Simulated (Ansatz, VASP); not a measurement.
**Au in VASP and in Ansatz**

File INCAR:

```
PREC = Accurate
ENCUT = 600
EDIFF = 1E-6
ISMEAR = -1
SIGMA = 0.15
LREAL = False
LASPH = True
NELM = 60
ALGO = Normal
ISIF = 3
LWAVE = False
LCHARG = False
GGA = CA
IBRION = 2
NSW = 80
EDIFFG = -0.001
```

The input KPOINTS:

```
Automatic mesh
0
Gamma
  16 16 16
```

POSCAR

```
Au
1.0
    0.0000000000      2.0238288653      2.0238288653
    2.0238288653      0.0000000000      2.0238288653
    2.0238288653      2.0238288653      0.0000000000
Au
1
Direct
    0.0000000000      0.0000000000      0.0000000000
```

Input for Ansatz:

```yaml
crystal:
  lattice:
    - [0.0, 2.0238288653, 2.0238288653]
    - [2.0238288653, 0.0, 2.0238288653]
    - [2.0238288653, 2.0238288653, 0.0]
  atoms:
    - { symbol: Au, position: [0.0, 0.0, 0.0] }
basis:
  ecutwfc: 420
kpoints:
  mp_grid: { grid: [16, 16, 16] }
hamiltonian:
  xc: lda
  pseudopotentials: { kind: paw, azcp: { folder: soft_1 } }
scf:
  occupations: { method: fermi_dirac, width: 0.15 }
output:
  forces: true
  stress: true
  eigenvalues: true
  write_density: true
  write_potential: true
  elf: true
  volumetric_format: npy
relax:
  adjacent_minimum: "off"
  f_tol: 0.001
  max_steps: 60
  cell: { stress_tol: 0.01 }
```

Alike in both runs: task relaxation of cell and atoms; functional LDA; k mesh 16 × 16 × 16; occupations fermi-dirac, width 0.15 eV; no spin polarisation.

|  | VASP | Ansatz |
| --- | --- | --- |
| version | VASP 6.6.1 | Ansatz 0.2.0 |
| potentials or method | VASP PAW LDA potentials, release 64 (Au) | scalar-relativistic, plane waves, PAW |
| plane-wave cutoff (eV) | 600 | 420 |
| valence electrons in the cell | 11 | 19 |

|  | VASP | Ansatz | Ansatz less VASP |
| --- | --- | --- | --- |
| gap on the k mesh at the Fermi level, each at its own relaxed structure (eV) | none | none | - |
| relaxed volume (Å³/atom) | 16.63 | 16.58 | -0.049 |
| relaxed cell length with the largest relative difference (Å) | 2.865 | 2.862 | -0.0028 |

A gap of «none» marks a metal or a gap that the smearing closes. The two sets of potentials don't hold the same shells in valence. Ansatz warned: «pseudo_functional_mismatch».

Spin-orbit coupling is left out, which matters for the levels of Au.
